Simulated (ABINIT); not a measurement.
The system is Al.

```
Al
1.0
     0.00000    2.02481    2.02481
     2.02481    0.00000    2.02481
     2.02481    2.02481    0.00000
Al
1
Direct
  0.00000 0.00000 0.00000
```

Base run:

* Program: ABINIT 10.8.3 (patched build)
* Functional: BP86
* Potentials or basis: PseudoDojo NC SR PBE v0.4.1 standard
* Cutoff: 544 eV
* k mesh: 11 × 11 × 11
* Occupations: fermi-dirac, width 0.05 eV
* Spin: no spin polarisation

Its results: band gap on the k mesh none (metal or under the smearing width); pressure 0.8 GPa.

Question: The run is repeated on the same cell with these changes: functional from BP86 to HCTH407. What comes out?

Answer: Band gap on the k mesh none (metal or under the smearing width); pressure -12.2 GPa.

Caveats: the potentials were made for another functional, which shifts forces and pressure.
